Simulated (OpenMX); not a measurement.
**HfC and the effect of the volume of the cell**

```
Hf C
1.0
     0.00000    2.32500    2.32500
     2.32500    0.00000    2.32500
     2.32500    2.32500    0.00000
Hf C
1 1
Direct
  0.50000 0.50000 0.50000
  0.00000 0.00000 0.00000
```

Kept alike: task single point; functional PBE; k mesh 7 × 7 × 7; occupations fermi-dirac, width 0.05 eV; no spin polarisation. Program: OpenMX, OpenMX 2013 PBE set, Hf7.0-s3p2d2f1, C6.0-s2p2d1, grid cutoff 400 Ry. The mesh is that of the run's cell of 2 atoms. No spin-orbit coupling.

| volume of cell, f (times the cell shown) | pressure (GPa) | free energy over the lowest row (meV/atom) |
| --- | --- | --- |
| 0.88 | 38.93 | 163.73 |
| 0.92 | 22.94 | 65.84 |
| 0.96 | 10.16 | 14.49 |
| 1 | -0.39 | 0.00 |
| 1.04 | ? | 15.33 |
| 1.08 | -16.09 | 55.57 |

Pressure is positive in compression. The cell shown is the unstrained one; x, y and z are its Cartesian axes; atoms keep their fractions. For a metal such a mesh leaves the last digits unconverged.

Question: Fit the rows shown and predict the run at 1.04 times the cell shown.

Answer: A least-squares parabola through the rows shown is pressure = 687.946 f² - 1621.84 f + 933.17 (largest miss 0.416); at f = 1.04 it gives -9.46 GPa. The run gave: pressure -9.16 GPa.
